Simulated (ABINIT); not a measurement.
The system is Rh.

```
Rh
1.0
     0.00000    1.89785    1.89785
     1.89785    0.00000    1.89785
     1.89785    1.89785    0.00000
Rh
1
Direct
  0.00000 0.00000 0.00000
```

Base run:

| Quantity | Value |
| --- | --- |
| Program | ABINIT 10.8.3 (patched build) |
| Functional | rPW86PBE |
| Potentials or basis | JTH PAW PBE v2.0 |
| Cutoff | 544 eV |
| k mesh | 12 × 12 × 12 |
| Occupations | fermi-dirac, width 0.05 eV |
| Spin | no spin polarisation |

Its results: band gap on the k mesh none (metal or under the smearing width); pressure 22.4 GPa.

**Question.** The run is repeated on the same cell with these changes: functional from rPW86PBE to AM05. What comes out?

**Answer.** Band gap on the k mesh none (metal or under the smearing width); pressure -5.1 GPa.

Caveats: so large a pressure means that the cell lies far from this level's equilibrium, or that cutoff or potentials fall short (some runs); the potentials were made for another functional, which shifts forces and pressure (some runs); the PAW data sets were made with another functional, which shifts forces and pressure a little (some runs).
